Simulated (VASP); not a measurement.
Crystal: MgSe.

```
Mg Se
1.0
     0.00000    2.75447    2.75447
     2.75447    0.00000    2.75447
     2.75447    2.75447    0.00000
Mg Se
1 1
Direct
  0.00000 0.00000 0.00000
  0.50000 0.50000 0.50000
```

* Program: VASP 6.6.1
* Task: relaxation of cell and atoms
* Functional: PBEsol
* Potentials or basis: VASP PAW PBE potentials, release 64 (Mg, Se)
* Cutoff: 600 eV
* k mesh: 8 × 8 × 8
* Occupations: gaussian, width 0.02 eV
* Spin: no spin polarisation

At the start: pressure -2.0 GPa; volume 20.90 Å³/atom.

Where does the relaxation end?

Over 3 steps the energy falls by 4.5 meV/atom and the volume is 20.21 Å³/atom (-3.3 %); space group Fm-3m (No. 225, to 0.05 Å).

The path:
```tsv
step	energy change (eV)	largest force (eV/Å)	pressure (GPa)	volume (Å³)
1	0.0000	0.0000	-2.03	41.80
2	-0.0087	0.0000	0.35	40.22
3	-0.0089	0.0000	0.00	40.43
```

Final structure:
```yaml
crystal:
  lattice:
    - [0.00000, 2.72404, 2.72404]
    - [2.72404, 0.00000, 2.72404]
    - [2.72404, 2.72404, 0.00000]
  atoms:
    - { symbol: Mg, position: [0.00000, 0.00000, 0.00000] }
    - { symbol: Se, position: [0.50000, 0.50000, 0.50000] }
```

Caveat: the PAW data sets were made with another functional, which shifts forces and pressure a little.
